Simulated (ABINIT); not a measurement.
Rb:

```
Rb
1.0
    -2.80250    2.80250    2.80250
     2.80250   -2.80250    2.80250
     2.80250    2.80250   -2.80250
Rb
1
Direct
  0.00000 0.00000 0.00000
```

- Program: ABINIT 10.8.3 (patched build)
- Task: relaxation of cell and atoms
- Functional: LDA
- Potentials or basis: PseudoDojo NC SR LDA v0.4.1 standard
- Cutoff: 599 eV
- k mesh: 5 × 5 × 5
- Occupations: fermi-dirac, width 0.05 eV
- Spin: no spin polarisation

At the start: pressure -0.4 GPa; volume 88.04 Å³/atom.

Q: How do energy, volume and symmetry change on relaxing?

A: Over 5 steps the energy falls by 14.2 meV/atom and the volume is 77.08 Å³/atom (-12.5 %); space group Im-3m (No. 229, to 0.05 Å).

Step by step:
| step | energy change (eV) | largest force (eV/Å) | pressure (GPa) | volume (Å³) |
| --- | --- | --- | --- | --- |
| 1 | 0.0000 | 0.0000 | -0.37 | 88.04 |
| 2 | -0.0002 | 0.0000 | -0.37 | 87.94 |
| 3 | -0.0138 | 0.0000 | 0.07 | 75.55 |
| 4 | -0.0141 | 0.0000 | -0.01 | 77.24 |
| 5 | -0.0142 | 0.0000 | 0.00 | 77.08 |

Final structure:
```yaml
crystal:
  lattice:
    - [-2.68097, 2.68097, 2.68097]
    - [2.68097, -2.68097, 2.68097]
    - [2.68097, 2.68097, -2.68097]
  atoms:
    - { symbol: Rb, position: [0.00000, 0.00000, 0.00000] }
```

Caveat: the volume moved by -12 % from the deposited cell, more than functionals usually miss.
